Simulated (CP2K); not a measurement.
An input for CP2K 2026.2 (Yb):

File yb_scf.inp:

```
&GLOBAL
  PROJECT yb_scf
  RUN_TYPE ENERGY_FORCE
  PRINT_LEVEL LOW
&END GLOBAL
&FORCE_EVAL
  METHOD QS
  STRESS_TENSOR ANALYTICAL
  &DFT
    BASIS_SET_FILE_NAME BASIS_MOLOPT_UCL
    POTENTIAL_FILE_NAME GTH_POTENTIALS
    UKS T
    MULTIPLICITY 3
    &MGRID
      CUTOFF 450
      REL_CUTOFF 60
      NGRIDS 4
    &END MGRID
    &QS
      METHOD GPW
      EPS_DEFAULT 1.0E-10
    &END QS
    &KPOINTS
      SCHEME MONKHORST-PACK 9 9 9
      GAMMA_CENTERED T
      SYMMETRY T
      SYMMETRY_BACKEND SPGLIB
    &END KPOINTS
    &SCF
      SCF_GUESS ATOMIC
      EPS_SCF 1.0E-6
      MAX_SCF 150
      ADDED_MOS 13 15
      CHOLESKY OFF
      EPS_EIGVAL 1.0E-7
      &DIAGONALIZATION ON
        ALGORITHM STANDARD
      &END DIAGONALIZATION
      &MIXING ON
        METHOD BROYDEN_MIXING
        ALPHA 0.2
        BETA 1.5
        NBUFFER 10
      &END MIXING
      &SMEAR ON
        METHOD FERMI_DIRAC
        ELECTRONIC_TEMPERATURE [K] 580.226
      &END SMEAR
    &END SCF
    &XC
      &XC_FUNCTIONAL
        &GGA_X_PBE
        &END GGA_X_PBE
        &GGA_C_PBE
        &END GGA_C_PBE
      &END XC_FUNCTIONAL
    &END XC
    &PRINT
      &KPOINTS ON
      &END KPOINTS
      &MULLIKEN ON
      &END MULLIKEN
      &MO ON
        ENERGIES T
        OCCUPATION_NUMBERS T
        &EACH
          QS_SCF 0
        &END EACH
        ADD_LAST NUMERIC
      &END MO
      &LOWDIN ON
      &END LOWDIN
      &HIRSHFELD ON
        SHAPE_FUNCTION DENSITY
      &END HIRSHFELD
    &END PRINT
  &END DFT
  &SUBSYS
    &CELL
      A 3.7394155946 0.0000000000 0.0000000000
      B -1.1994738709 3.4815563557 0.0000000000
      C -1.0972523678 -1.6652566573 3.0598242837
      PERIODIC XYZ
    &END CELL
    &COORD
      SCALED
      Yb  -0.0141760000 -0.0047220000 -0.0165890000
    &END COORD
    &KIND Yb
      BASIS_SET DZVP-MOLOPT-SR-GTH-q24
      POTENTIAL GTH-PBE-q24
      MAGNETIZATION 1.0
    &END KIND
    &PRINT
      &ATOMIC_COORDINATES ON
      &END ATOMIC_COORDINATES
      &CELL ON
      &END CELL
    &END PRINT
  &END SUBSYS
  &PRINT
    &FORCES ON
    &END FORCES
    &STRESS_TENSOR ON
    &END STRESS_TENSOR
  &END PRINT
&END FORCE_EVAL
```

Potentials or basis: GTH_POTENTIALS Yb GTH-PBE-q24; DZVP-MOLOPT-SR-GTH basis.

Launch:

```sh
$ OMP_NUM_THREADS=4 cp2k.psmp -i yb_scf.inp -o yb_scf.out
```

Q: Does this run start?

A: The run stopped without a result. It printed:

yb_scf.out:

```text

 CP2K| version string:                                       CP2K version 2026.2
 CP2K| Input file name                                                yb_scf.inp

 GLOBAL| Force Environment number                                              1
 GLOBAL| Basis set file name                                    BASIS_MOLOPT_UCL
 GLOBAL| Potential file name                                      GTH_POTENTIALS
 GLOBAL| MM Potential file name                                     MM_POTENTIAL
 GLOBAL| Coordinate file name                                      __STD_INPUT__
 GLOBAL| Method name                                                        CP2K
[... 36 lines left out ...]
 *******************************************************************************
 *   ___                                                                       *
 *  /   \                                                                      *
 * [ABORT]                                                                     *
 *  \___/        Magnetization value cannot be imposed for this atom type      *
 *    |                                                                        *
 *  O/|                                                                        *
 * /| |                                                                        *
 * / \                                                    qs_kind_types.F:3524 *
 *******************************************************************************

 ===== Routine Calling Stack =====

            1 CP2K
```
